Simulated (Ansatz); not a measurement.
BAs (F-43m), an elastic constant from a strain scan

Theory: Ansatz 0.2.0, DFT r2SCAN, scalar-relativistic, plane waves, PAW. Cutoff 500 eV, Γ-centred 10×10×10 k-points, Gaussian smearing of 0.05 eV. No spin polarisation. Energies are free energies at this smearing, counted from the undisturbed cell; pressure is positive in compression.

Zero of the scan (relaxed at this level):

```yaml
crystal:
  lattice:
    - [0.00000, 2.39192, 2.39192]
    - [2.39192, 0.00000, 2.39192]
    - [2.39192, 2.39192, 0.00000]
  atoms:
    - { symbol: B, position: [0.00000, 0.00000, 0.00000] }
    - { symbol: As, position: [0.75000, 0.75000, 0.75000] }
```

The cell is strained by ε times the Voigt pattern (0, 1, 0, 0, 0, 0) (xx, yy, zz, yz, xz, xy; engineering shear) with fractional coordinates fixed. The cell holds 2 atoms in V0 = 27.37 Å³. The stress column is τ = (1/V0) dE/dε, got from the stress tensor σ (compression positive) at each point as −det(1 + εP) σ : P(1 + εP)⁻¹, with P the pattern as a tensor.

```csv
ε,ΔE (meV/atom),τ (GPa)
-0.0400,20.426,-12.139
-0.0300,11.402,-9.001
-0.0200,5.029,-5.932
-0.0100,1.248,-2.932
0.0000,0.000,-0.001
0.0100,1.224,2.858
0.0200,4.861,5.646
0.0300,10.848,8.363
0.0350,14.704,9.694
0.0400,?,?
```

Which combination of elastic constants does this scan measure, and how large is it?

For small ε, τ = τ0 + Kε with K = pᵀCp, which for this pattern is C11 in the cubic axes. The parabola through τ at ε = -0.0100, 0 and 0.0100 has slope K = 289 GPa at zero. The energies per cell, E = NΔE, of the same two points give K = 2[E(ε₊)/ε₊ − E(ε₋)/ε₋]/[(ε₊ − ε₋)V0] = 289 GPa, in agreement.

Predict the withheld row at ε = 0.0400 from the harmonic law, and compare.

ΔE = V0(τ0 ε + Kε²/2)/N = 19.777 meV/atom and τ = 11.58 GPa. The calculation gives 19.125 meV/atom and 11.01 GPa, a miss of 3.3 % of the harmonic energy, so the harmonic law still holds here.